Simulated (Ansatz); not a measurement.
## AlN (P6_3mc): G0W0 against its settings

A 4-atom cell of AlN started from a crystallographic database, relaxed with r2SCAN; one-shot G0W0 in Ansatz without spin-orbit coupling. The values are computed, spin-unpolarised, and not measurements.

```
Al N
1.0
     3.10669    0.00000    0.00000
    -1.55335    2.69048    0.00000
     0.00000    0.00000    4.97859
Al N
2 2
Direct
  0.33333 0.66667 0.99920
  0.66667 0.33333 0.49920
  0.33333 0.66667 0.38080
  0.66667 0.33333 0.88080
```

Gaps are read over the mesh points alone. G0W0 values are finite-basis, finite-mesh values.

| start | potentials | frequency model | mesh | empty bands | screening cutoff (eV) | Kohn-Sham gap (eV) | G0W0 gap (eV) | rough cost |
| --- | --- | --- | --- | --- | --- | --- | --- | --- |
| PBE | PAW | contour deformation | 6×6×4 | 67 | 80 | 4.23 | 5.67 | 30 core-seconds |
| PBE | PAW | contour deformation | 6×6×4 | 156 | 140 | 4.23 | 5.88 | 2.4 core-minutes |
| PBE | PAW | contour deformation | 6×6×4 | 287 | 210 | 4.23 | 5.94 | 11 core-minutes |
| HSE06 | PAW | contour deformation | 6×6×4 | 156 | 140 | 5.60 | 6.52 | 4 core-minutes |
| LDA | PAW | contour deformation | 6×6×4 | 156 | 140 | 4.26 | 5.88 | 2.4 core-minutes |
| r2SCAN | PAW | contour deformation | 6×6×4 | 156 | 140 | 4.88 | 6.23 | 2.9 core-minutes |
| PBE | PAW | Godby-Needs pole | 6×6×4 | 156 | 140 | 4.23 | 5.82 | 2.8 core-minutes |
| PBE | PAW | contour deformation | 9×9×4 | 67 | 80 | 4.23 | 5.66 | 120 core-seconds |
| PBE | norm-conserving | contour deformation | 6×6×4 | 156 | 140 | 4.23 | 5.87 | 5 core-minutes |

The quasiparticle gap on this mesh is 5.94 eV (direct at Γ), against 4.23 eV from PBE: +1.71 eV. Renormalisation factors Z lie between 0.77 and 0.83.

Raising bands and cutoff together moves the gap by +0.21 eV (80 to 140 eV), then +0.06 eV (140 to 210 eV); the last step is still large, so the basis limit isn't reached. Starting from HSE06 (5.60 eV against PBE's 4.23 eV) gives 6.52 eV, +0.64 eV from G0W0@PBE at the same screening cutoff. Starting from LDA (4.26 eV against PBE's 4.23 eV) gives 5.88 eV, 0.00 eV from G0W0@PBE at the same screening cutoff. Starting from r2SCAN (4.88 eV against PBE's 4.23 eV) gives 6.23 eV, +0.35 eV from G0W0@PBE at the same screening cutoff. The Godby-Needs plasmon pole differs from contour deformation by -0.06 eV. A 9×9×4 mesh in place of 6×6×4 changes the opening over PBE by 0.00 eV (the gap on the mesh by -0.01 eV). Norm-conserving potentials (wave cutoff 1240 eV against 420 eV) shift the quasiparticle gap by -0.01 eV and the PBE gap by 0.00 eV. r2SCAN runs take a wave cutoff of 500 eV.
